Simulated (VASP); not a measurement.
A run of VASP 6.6.1 is set up as follows.

INCAR

```
SYSTEM = Fe
ALGO = Normal ; AMIX = 0.2
AMIX_MAG = 0.8 ; BMIX = 1E-4
BMIX_MAG = 1E-4 ; EDIFF = 1E-6
EDIFFG = -0.01 ; ENCUT = 600
GGA = PE ; IBRION = 2
ISIF = 3 ; ISMEAR = 1
ISPIN = 2 ; LASPH = .TRUE.
LCHARG = .FALSE. ; LMAXMIX = 4
LORBIT = 11 ; LREAL = .FALSE.
LWAVE = .FALSE. ; MAGMOM = 4
NELM = 150 ; NSW = 90
PREC = Accurate ; SIGMA = 0.1
```

The input KPOINTS:

```
k-points
0
G
  18 18 18
  0 0 0
```

Contents of POSCAR:

```
Fe
1.0
   -1.4430000000      1.4430000000      1.4430000000
    1.4430000000     -1.4430000000      1.4430000000
    1.4430000000      1.4430000000     -1.4430000000
Fe
1
Direct
    0.0000000000      0.0000000000      0.0000000000
```

Potentials or basis: VASP PAW PBE potentials, release 64 (Fe).

Run with:

```bash
$ cat potpaw_PBE.64/Fe/POTCAR > POTCAR
$ mpirun -np 1 vasp_std > vasp.out
```

Task: Estimate the relaxed cell.

Result: a = 2.451 Å, b = 2.451 Å, c = 2.451 Å, α = 109.47°, β = 109.47°, γ = 109.47°.

Task: Predict the band gap on the k mesh.

Result: None (metal or under the smearing width).

The path:
| step | energy change (eV) | largest force (eV/Å) | pressure (GPa) | volume (Å³) |
| --- | --- | --- | --- | --- |
| 1 | 0.0000 | 0.0000 | -10.10 | 12.02 |
| 2 | -0.0030 | 0.0000 | 11.86 | 10.75 |
| 3 | -0.0238 | 0.0000 | -0.12 | 11.33 |
